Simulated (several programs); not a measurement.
KBr (wurtzite) from semi-empirical methods to plane-wave DFT

KBr (wurtzite) (it has left that coordination), relaxed with r2SCAN in Ansatz, was computed with several methods. Space group P6_3/mmc (No. 194), hexagonal; a = 5.619 Å, c = 6.554 Å in the conventional setting, 44.79 Å³ an atom. Around K lie 5 Br at 3.24–3.28 Å; around Br lie 5 K at 3.24–3.28 Å. Spin-unpolarised throughout. Whether this structure exists isn't addressed.

```
K Br
1.0
     5.61858    0.00000    0.00000
    -2.80929    4.86583    0.00000
     0.00000    0.00000    6.55383
K Br
2 2
Direct
  0.33333 0.66667 0.93750
  0.66667 0.33333 0.43750
  0.33333 0.66667 0.43750
  0.66667 0.33333 0.93750
```

Gaps and times are for a single point on this cell; volume and bulk modulus come from each method's own relaxation or energy curve at fixed shape, which is too stiff where a cell has free coordinates or axes. Times are rough, from shared hosts (Arm Neoverse V1; Arm Neoverse V2; NVIDIA H100 80GB HBM3), and each method has its own mesh and cell size. A dagger marks a closed or tiny gap in a crystal that DFT finds insulating: a failure of the method or a wrong SCF state. A double dagger marks a value from a curve with shape and coordinates held. PM6 (MOPAC), PM7 (MOPAC), GFN1-xTB (tblite), GFN2-xTB (tblite) treat a cluster of cells at its zone centre, which samples few k points: where these miss a band edge, the gap comes out too large for that reason alone. Gaps from k meshes are read at a limited set of points (mesh, symmetry points, PBE's band edges), so each method's own least gap may be somewhat smaller. Force fields have no electrons; where one was fitted to this phase, its volume and modulus reflect the fit. xTB and the PM methods were fitted mostly to molecules, and can miss a solid's gap by electronvolts. Minimal bases can be far off for gaps. Times of the plane-wave rungs are withheld (a dash), since they come from other jobs, hosts and meshes; the meshes of hybrids and Hartree-Fock don't converge their gaps to the digits shown. GLLB-SC's gap includes the derivative discontinuity. G0W0 is at finite bands, cutoff and mesh. d marks a direct gap, i an indirect one (no mark: not told apart), a dash a value that wasn't computed or didn't pass its checks.

```csv
method,kind,gap (eV),own volume (Å³/atom),bulk modulus (GPa),atoms computed,processor time
PBEsol,semilocal,–,43.64,–,4,–
ffield.eim (LAMMPS),force field,–,–,–,4,0.15 s
"light PBE (260 eV, its own mesh)",light plane-wave,4.21 d,–,–,4,1.3 s
PM7 (MOPAC),semi-empirical,11.64,–,–,cluster,1.3 s
PM6 (MOPAC),semi-empirical,9.21,–,–,cluster,1.3 s
GFN1-xTB (tblite),tight binding,0.01†,41.95‡,8‡,cluster,1.5 s
GFN2-xTB (tblite),tight binding,4.28,–,–,cluster,1.9 s
LDA,semilocal,3.87 d,40.28,–,4,–
PBE,semilocal,4.19 d,46.28,11‡,4,–
PBE/SZV (CP2K),small basis,3.10 d,47.79‡,12‡,4,8.6 s
r2SCAN,semilocal,4.76 d,44.79,12‡,4,–
PBE/DZVP (CP2K),small basis,4.35 d,46.94‡,11‡,4,18 s
PBE+SOC,semilocal,4.10 d,–,–,4,–
G0W0@r2SCAN (180 eV screening cutoff),many-body,7.21,–,–,4,–
GLLB-SC (GPAW),model potential,8.68,–,–,4,98 s
PBE/single zeta (GPAW),small basis,3.81 d,–,–,4,110 s
G0W0@PBE0 (180 eV screening cutoff),many-body,7.67,–,–,4,–
G0W0@HSE06 (180 eV screening cutoff),many-body,7.45,–,–,4,–
G0W0@PBE (260 eV screening cutoff),many-body,6.98,–,–,4,–
HSE06,hybrid,5.30 d,–,–,4,–
PBE0,hybrid,6.02 d,–,–,4,–
DDH-PBE0,hybrid,7.58 d,–,–,4,–
```

Against HSE06 (5.30 eV) and with closed or daggered gaps left aside, the nearest gap at the points sampled is that of r2SCAN (-0.53 eV) and the farthest that of PM7 (MOPAC) (+6.34 eV). HSE06 is only a yardstick of convenience: for gaps this wide it usually falls short of measured ones, so a larger value can be the better one.

Volumes against r2SCAN's: PBEsol -2.6 %, LDA -10.1 %, PBE +3.3 %.

Relaxed on its own, the cell leaves this structure with ffield.eim (LAMMPS), so no volume is listed.

Only the rows marked +SOC include spin-orbit coupling.
